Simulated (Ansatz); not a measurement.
# Mg (P6_3/mmc) in Ansatz: further runs

One crystal, Mg, is run at these levels: r2SCAN+D4; tasks: single point, equation of state.

Program: Ansatz 0.2.0. These are calculated values, not measurements. Logs are shortened: lines on timing, memory, paths and dates and some standing lists are left out, and cuts for length are marked.

## 1. The structure

The structure is hexagonal, space group P6_3/mmc (No. 194). The conventional cell has a = 3.209 Å, b = 3.209 Å, c = 5.210 Å, α = 90.00°, β = 90.00°, γ = 120.00°. Around Mg (site symmetry -6m2) lie 12 Mg at 3.20 to 3.21 Å.

## 2. Single point, r2SCAN+D4, 21.84 Å³/atom (volume scaled by 0.94)

The input, input.yaml:

```yaml
crystal:
  lattice:
    - [3.1437856987, 0.0, 0.0]
    - [-1.5718928494, 2.7225982792, 0.0]
    - [0.0, 0.0, 5.1039375022]
  atoms:
    - { symbol: Mg, position: [0.6666666667, 0.3333333333, 0.75] }
    - { symbol: Mg, position: [0.3333333333, 0.6666666667, 0.25] }
hamiltonian:
  xc: r2scan
  pseudopotentials: { kind: paw }
  dispersion: d4
kpoints:
  mp_grid: { grid: [10, 10, 5] }
scf:
  occupations: { method: fermi_dirac, width: 0.05 }
output:
  forces: true
  stress: true
  eigenvalues: true
  write_density: true
  write_potential: true
  elf: true
  volumetric_format: npy
```

Potentials or basis: Ansatz PAW.

On the command line:

```
$ ansatz run input.yaml --threads 2 --pin off --max-ram 5120MiB --backend cpu --events-out ev --progress --plain --runs-dir out
```

What it wrote:

```text
Warning: RAYON_NUM_THREADS=2 ignored (pool sized by the plan → 2); use --threads N
Engine: ansatz 0.2.0, aarch64-unknown-linux-gnu
Pseudopotentials: kind: paw
Pseudopotential: Mg, paw, valence charge 10, recommended cutoff 500 eV (meta_gga), Mg.paw.azcp
Functional definition: r2SCAN
  parameter k0 = 0.174
  parameter k1 = 0.065
  parameter a1 = 4.9479
  exchange = r2scan_x(k0 = k0, k1 = k1, a1 = a1)
  correlation = r2scan_c
Crystal: 2 atoms, lattice volume = 43.686 Å³
Basis set: ecut = 500 eV, 1099 PW (Γ), exchange–correlation on 96×96×160 points (64 copies of the dense FFT grid, shifted against one another)
Bands: 14, of which v1, the nominal top of the filled ones, is band 10 counted from 1 (9 counted from 0)
Symmetry: 24 space group operations
Space group: P63/mmc (ITA 194), of the structure as read, at distance tolerance 3.5e-5 Å
k-points: 42 of 500
Non-local potential: Mg, projectors of the file, l = 0: 3, l = 1: 2, l = 2: 1
PAW form: soft (Blöchl's): semilocal exchange-correlation on the pseudo side does not see the compensation charge
PAW frozen core: Mg, regenerated for the run's functional (the file was generated under x = pbe(κ = 0.804, μ = 0.2195149727645171), c = pbe(β = 0.06672455060314922))
PAW one-centre angular grid: Mg, 302 points (default); XC on 224 Gauss nodes
Initial density: superposition of atomic densities (neutral atoms: chi_scale 0, normalization atom), corrected by the library's trained network
Initial wavefunctions: pseudopotential atomic-orbital guess
Functional: x = r2scan, c = r2scan; τ floored in thin density (d = 2e-4 eV/Å³)
SCF iter   1: F=—  HF=-3852.846319 eV  |F-HF|=—  |Δ(HF+E_count)|=         —  Δρ=7.51e-3  dr2=7.85e-3  dr2_τ=7.46e-4  ethr=1.77e-3  ⟨swp⟩=5.5  Hψ=3264  notcnv=0
preconditioner: auto → none  [metal: Δε(μ)=0.033 eV  Ē_g=7.621 eV  σ=0.050 eV  W_gap=0.16  n_scr=8 (ndim 8)  ℏωp=11.2 eV  f_vac=0.000  D(μ)=1.12/eV (n_scr^D=2)  sad-step TF]
SCF iter   2: F=—  HF=-3852.854767 eV  |F-HF|=—  |Δ(HF+E_count)|=   8.45e-3  Δρ=3.16e-3  dr2=1.98e-3  dr2_τ=5.67e-5  ethr=3.93e-5  ⟨swp⟩=2.0  Hψ=1512  notcnv=0
SCF iter   3: F=—  HF=-3852.855278 eV  |F-HF|=—  |Δ(HF+E_count)|=   5.11e-4  Δρ=6.48e-4  dr2=1.14e-4  dr2_τ=4.22e-6  ethr=9.92e-6  ⟨swp⟩=2.6  Hψ=1132  notcnv=0
SCF iter   4: F=—  HF=-3852.855347 eV  |F-HF|=—  |Δ(HF+E_count)|=   6.91e-5  Δρ=5.68e-5  dr2=1.07e-6  dr2_τ=3.27e-8  ethr=5.72e-7  ⟨swp⟩=1.6  Hψ=623  notcnv=0
SCF iter   5: F=—  HF=-3852.855349 eV  |F-HF|=—  |Δ(HF+E_count)|=   2.01e-6  Δρ=4.19e-6  dr2=4.00e-9  dr2_τ=3.66e-10  ethr=5.34e-9  ⟨swp⟩=2.4  Hψ=790  notcnv=0
SCF iter   6: F=-3852.855349 eV  HF=-3852.855349 eV  |F-HF|=1.59e-11  |Δ(HF+E_count)|=   7.34e-9  Δρ=3.34e-7  dr2=5.12e-11  dr2_τ=1.30e-12  ethr=2.00e-11  ⟨swp⟩=5.0  Hψ=2972  notcnv=0
SCF 1 converged in 6 iterations: F = -3852.855349 eV  dr2 = 5.12e-11
SCF converged after 6 iterations
Free energy (F): -3852.855349 eV
Harris-Foulkes:  -3852.855349 eV  (|F-HF|=1.59e-11)
Internal energy: -3852.846659 eV  (E = F + TS)
E sigma→0 (E₀):  -3852.851004 eV
Entropy (-TS):   -0.008690 eV (-4.345 meV/atom)
Fermi energy:    6.135283 eV
--- Per-component energies (eV) ---
  E_band       = -734.250648
  E_kinetic    = 149.262394
  E_local      = -3204.160439  (includes V_loc(G=0)·N_el)
  E_nonlocal   = 191.748339
  E_hartree    = 1143.624427
  E_xc         = -53.145234
  E_vxc        = -77.124406  (∫ρ·V_xc dr)
  E_paw        = -592.304341  (= ΣΔE_a)
  E_vpaw       = -86.233043  (= ΣTr[D̂ρ^β])
  E_aug_tail   = -0.000003  (compensation charges beyond the density's cutoff)
  E_vtau       = 5.007517  (kinetic-family band-sum trace: ∫τ·v_τ [+ j·A + Jᵃ·Aᵃ] dr)
  E_ewald      = -1487.762851
  E_disp       = -0.056535  (pairwise vdW)
  E_core_change = -0.052416  (= ΣΔE_core)
  E_smearing   = -0.008690  (= −TS)
  E_closure    = 0.000000  (closes the sum)
  Σ components = -3852.855349   (vs F -3852.855349, Δ=0.00e0)
--- Forces (eV/Å), atoms counted from 1 ---
  atom   1  Mg     0.00000000    -0.00000000     0.00000000
  atom   2  Mg    -0.00000000     0.00000000     0.00000000
  max |Σ_I F_I| component: 4.63e-18 eV/Å
--- Stress (GPa, compression-positive) ---
        0.946302       0.000000       0.000000
       -0.000000       0.946302       0.000000
        0.000000       0.000000       1.779183
  P = ⅓ Tr σ = 1.2239 GPa (12.239 kbar)
--- Band table (eV; the first three rows and the last of 42) ---
  k-point 0: bands = ["-72.8369", "-72.8330", "-37.9557", "-37.9202", "-37.9202", "-37.9140", "-37.9140", "-37.9137", "-1.5308", "4.0979", "4.8929", "18.0509", "18.0509", "18.3427"]
  k-point 1: bands = ["-72.8365", "-72.8334", "-37.9517", "-37.9196", "-37.9196", "-37.9177", "-37.9146", "-37.9146", "-1.2833", "2.3357", "7.0778", "16.8316", "18.2278", "18.2278"]
  k-point 2: bands = ["-72.8356", "-72.8344", "-37.9412", "-37.9282", "-37.9180", "-37.9180", "-37.9161", "-37.9161", "-0.5455", "0.6693", "10.0108", "13.3181", "18.6581", "18.6581"]
  k-point 41: bands = ["-72.8323", "-72.8322", "-37.9475", "-37.9471", "-37.9388", "-37.9355", "-37.9230", "-37.9218", "5.0149", "5.9544", "6.8729", "7.3542", "8.6068", "8.8799"]
```

Run time: 1.9 s. Hardware: 2 threads of Arm Neoverse V2, shared host; peak memory 0.38 GiB.

Results:

* Free energy: -3852.8553 eV
* Pressure: 1.2 GPa
* Band gap on the k mesh: none (metal or under the smearing width)

Caveat: pairwise dispersion overbinds metals, which lowers pressure and volume; the PAW data sets come from PBE, with cores solved anew for the run's functional, which leaves a small shift of forces and pressure.

## 3. Single point, r2SCAN+D4, 22.31 Å³/atom (volume scaled by 0.96)

Edit input.yaml of step 2 so:

```diff
@@ -2,5 +2,5 @@
   lattice:
-    - [3.1437856987, 0.0, 0.0]
-    - [-1.5718928494, 2.7225982792, 0.0]
-    - [0.0, 0.0, 5.1039375022]
+    - [3.1659257641, 0.0, 0.0]
+    - [-1.582962882, 2.7417721382, 0.0]
+    - [0.0, 0.0, 5.1398819084]
   atoms:
@@ -20,5 +20 @@
   eigenvalues: true
-  write_density: true
-  write_potential: true
-  elf: true
-  volumetric_format: npy
```

Potentials or basis: Ansatz PAW.

On the command line:

```
$ ansatz run input.yaml --threads 2 --pin off --max-ram 5120MiB --backend cpu --events-out ev --progress --plain --runs-dir out
```

It took 1.6 s on 2 threads of Arm Neoverse V2, shared host; peak memory 0.37 GiB.

It converged, with:

```yaml
Free_energy: -3852.8598 eV
Pressure: 0.3 GPa
Band_gap_on_the_k_mesh: none (metal or under the smearing width)
```

Caveat: pairwise dispersion overbinds metals, which lowers pressure and volume; the PAW data sets come from PBE, with cores solved anew for the run's functional, which leaves a small shift of forces and pressure.

## 4. Single point, r2SCAN+D4, 22.77 Å³/atom (volume scaled by 0.98)

Edit input.yaml of step 3 so:

```diff
@@ -2,5 +2,5 @@
   lattice:
-    - [3.1659257641, 0.0, 0.0]
-    - [-1.582962882, 2.7417721382, 0.0]
-    - [0.0, 0.0, 5.1398819084]
+    - [3.1877604248, 0.0, 0.0]
+    - [-1.5938802124, 2.7606815091, 0.0]
+    - [0.0, 0.0, 5.17533049]
   atoms:
@@ -20 +20,5 @@
   eigenvalues: true
+  write_density: true
+  write_potential: true
+  elf: true
+  volumetric_format: npy
```

On the command line:

```
$ ansatz run input.yaml --threads 2 --pin off --max-ram 5120MiB --backend cpu --events-out ev --progress --plain --runs-dir out
```

It took 2 s on 2 threads of Arm Neoverse V2, shared host; peak memory 0.38 GiB.

The run converged. Its results:

| Item | Value |
| --- | --- |
| Free energy | -3852.8593 eV |
| Pressure | -0.5 GPa |
| Band gap on the k mesh | none (metal or under the smearing width) |

Caveat: pairwise dispersion overbinds metals, which lowers pressure and volume; the PAW data sets come from PBE, with cores solved anew for the run's functional, which leaves a small shift of forces and pressure.

## 5. Single point, r2SCAN+D4, 23.24 Å³/atom

Edit input.yaml of step 4 so:

```diff
@@ -2,5 +2,5 @@
   lattice:
-    - [3.1877604248, 0.0, 0.0]
-    - [-1.5938802124, 2.7606815091, 0.0]
-    - [0.0, 0.0, 5.17533049]
+    - [3.2093, 0.0, 0.0]
+    - [-1.60465, 2.7793353284, 0.0]
+    - [0.0, 0.0, 5.2103]
   atoms:
```

On the command line:

```
$ ansatz run input.yaml --threads 2 --pin off --max-ram 5120MiB --backend cpu --events-out ev --progress --plain --runs-dir out
```

Run time: 2.2 s. Hardware: 2 threads of Arm Neoverse V2, shared host; peak memory 0.38 GiB.

Results (log left out):

```yaml
Free_energy: -3852.9141 eV
Pressure: 1.5 GPa
Band_gap_on_the_k_mesh: none (metal or under the smearing width)
```

Caveat: pairwise dispersion overbinds metals, which lowers pressure and volume; the PAW data sets come from PBE, with cores solved anew for the run's functional, which leaves a small shift of forces and pressure.

## 6. Single point, r2SCAN+D4, 23.70 Å³/atom (volume scaled by 1.02)

Edit input.yaml of step 5 so:

```diff
@@ -2,5 +2,5 @@
   lattice:
-    - [3.2093, 0.0, 0.0]
-    - [-1.60465, 2.7793353284, 0.0]
-    - [0.0, 0.0, 5.2103]
+    - [3.2305542618, 0.0, 0.0]
+    - [-1.6152771309, 2.7977420591, 0.0]
+    - [0.0, 0.0, 5.2448063036]
   atoms:
@@ -20,5 +20 @@
   eigenvalues: true
-  write_density: true
-  write_potential: true
-  elf: true
-  volumetric_format: npy
```

Potentials or basis: Ansatz PAW.

On the command line:

```
$ ansatz run input.yaml --threads 2 --pin off --max-ram 5120MiB --backend cpu --events-out ev --progress --plain --runs-dir out
```

Wall time 1.9 s (2 threads of Arm Neoverse V2, shared host); peak memory 0.38 GiB.

The run converged. Its results:

```
Free energy            : -3852.9043 eV
Pressure               : -2.1 GPa
Band gap on the k mesh : none (metal or under the smearing width)
```

Caveat: pairwise dispersion overbinds metals, which lowers pressure and volume; the PAW data sets come from PBE, with cores solved anew for the run's functional, which leaves a small shift of forces and pressure.

## 7. Single point, r2SCAN+D4, 24.17 Å³/atom (volume scaled by 1.04)

Edit input.yaml of step 6 so:

```diff
@@ -2,5 +2,5 @@
   lattice:
-    - [3.2305542618, 0.0, 0.0]
-    - [-1.6152771309, 2.7977420591, 0.0]
-    - [0.0, 0.0, 5.2448063036]
+    - [3.2515324747, 0.0, 0.0]
+    - [-1.6257662373, 2.8159097243, 0.0]
+    - [0.0, 0.0, 5.2788644417]
   atoms:
```

On the command line:

```
$ ansatz run input.yaml --threads 2 --pin off --max-ram 5120MiB --backend cpu --events-out ev --progress --plain --runs-dir out
```

Run time: 1.9 s. Hardware: 2 threads of Arm Neoverse V2, shared host; peak memory 0.38 GiB.

It converged, with:

```
Free energy            : -3852.8904 eV
Pressure               : -2.7 GPa
Band gap on the k mesh : none (metal or under the smearing width)
```

Caveat: pairwise dispersion overbinds metals, which lowers pressure and volume; the PAW data sets come from PBE, with cores solved anew for the run's functional, which leaves a small shift of forces and pressure.

## 8. Single point, r2SCAN+D4, 24.63 Å³/atom (volume scaled by 1.06)

Edit input.yaml of step 7 so:

```diff
@@ -2,5 +2,5 @@
   lattice:
-    - [3.2515324747, 0.0, 0.0]
-    - [-1.6257662373, 2.8159097243, 0.0]
-    - [0.0, 0.0, 5.2788644417]
+    - [3.272243431, 0.0, 0.0]
+    - [-1.6361217155, 2.8338459386, 0.0]
+    - [0.0, 0.0, 5.3124886887]
   atoms:
```

On the command line:

```
$ ansatz run input.yaml --threads 2 --pin off --max-ram 5120MiB --backend cpu --events-out ev --progress --plain --runs-dir out
```

It took 1.7 s on 2 threads of Arm Neoverse V2, shared host; peak memory 0.38 GiB.

It converged, with:

| Item | Value |
| --- | --- |
| Free energy | -3852.8733 eV |
| Pressure | -3.2 GPa |
| Band gap on the k mesh | none (metal or under the smearing width) |

Caveat: pairwise dispersion overbinds metals, which lowers pressure and volume; the PAW data sets come from PBE, with cores solved anew for the run's functional, which leaves a small shift of forces and pressure.

## 9. Equation of state, r2SCAN+D4

Potentials or basis: Ansatz PAW.

No new run: the results of the series are fitted here.

Results:

* Equilibrium volume: 23.80 Å³/atom (rough: see the caveat)
* Bulk modulus at fixed shape and positions: 170 GPa (rough)

Energy against volume, from the lowest point:
```
volume (Å³/atom)  energy (meV/atom)
          21.843              29.38
          22.308              27.16
          22.772              27.43
          23.237               0.00
          23.702               4.92
          24.167              11.84
          24.631              20.40
```

Caveat: the fit is doubtful: noisy points or a state that changes with volume; the cell was scaled at fixed shape and fractional positions, which overstates the stiffness of a crystal with free parameters, most of all of layers and chains; the PAW data sets were made with another functional, which shifts forces and pressure a little.
